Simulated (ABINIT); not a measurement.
CdS (Greenockite):

```
Cd S
1.0
     4.15000    0.00000    0.00000
    -2.07500    3.59401    0.00000
     0.00000    0.00000    6.73700
Cd S
2 2
Direct
  0.66667 0.33333 0.50000
  0.33333 0.66667 0.00000
  0.66667 0.33333 0.87500
  0.33333 0.66667 0.37500
```

Program: ABINIT 10.8.3 (patched build). Alike in all runs: no spin polarisation; cell as given; cutoff (eV) 544; smearing fermi-dirac 0.05 eV.

Question: Order these runs on this cell by their band gap on the k mesh, lowest first.
A. level PBEsol; potentials or basis JTH PAW PBE v2.0; k mesh 4 × 4 × 2; mesh quality coarse
B. level RPBE; potentials or basis JTH PAW PBE v2.0; k mesh 7 × 7 × 4; mesh quality not flagged
C. level LDA; potentials or basis JTH PAW LDA v2.0; k mesh 3 × 3 × 2; mesh quality coarse

Answer: C (0.86 eV), A (1.03 eV), B (1.36 eV).

Caveats: some runs use coarse meshes.

Runs at the PBE level aren't shown here.
